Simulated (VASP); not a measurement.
Input of a VASP 6.6.1 run:

POSCAR

```
BAs
1.0
    0.0000000000      2.3885000000      2.3885000000
    2.3885000000      0.0000000000      2.3885000000
    2.3885000000      2.3885000000      0.0000000000
As B
1 1
Direct
    0.7500000000      0.7500000000      0.7500000000
    0.0000000000      0.0000000000      0.0000000000
```

The input INCAR.step1:

```
PREC = Accurate ; ENCUT = 600
EDIFF = 1E-5 ; ISMEAR = -1
SIGMA = 0.05 ; LREAL = False
LASPH = True ; NELM = 80
ALGO = Normal ; LWAVE = True
LCHARG = False ; GGA = PE
```

The input INCAR.step2:

```
PREC = Accurate ; ENCUT = 600
EDIFF = 1E-6 ; ISMEAR = -1
SIGMA = 0.05 ; LREAL = False
LASPH = True ; NELM = 80
ALGO = Normal ; ISIF = 3
LWAVE = False ; LCHARG = False
METAGGA = R2SCAN ; LHFCALC = True
AEXX = 0.1 ; LMIXTAU = True
PRECFOCK = Fast ; IBRION = 2
NSW = 60 ; EDIFFG = -0.02
ISTART = 1
```

Contents of KPOINTS:

```
regular mesh
0
Gamma
  5 5 5
```

Potentials or basis: VASP PAW PBE potentials, release 64 (As, B).

The run is started by

```sh
$ cat potpaw_PBE.64/As/POTCAR potpaw_PBE.64/B/POTCAR > POTCAR
$ cp INCAR.step1 INCAR
$ mpirun -np 1 vasp_std > vasp.out
$ cp INCAR.step2 INCAR
$ mpirun -np 1 vasp_std > vasp.out
```

Problem. What does it give for the band gap on the k mesh?

Solution. 1.88 eV, indirect (least direct gap 4.02 eV).

Final structure:
```
As B
1.0
     0.00000    2.38850    2.38850
     2.38850    0.00000    2.38850
     2.38850    2.38850    0.00000
As B
1 1
Direct
  0.75000 0.75000 0.75000
  0.00000 0.00000 0.00000
```

Caveat: the k mesh is coarse (spacing up to 0.46 Å⁻¹), so the values aren't converged, least of all with exact exchange; the relaxation stopped at its first step, so nothing moved; an odd mesh through Γ misses points on the zone boundary, where band edges often lie.
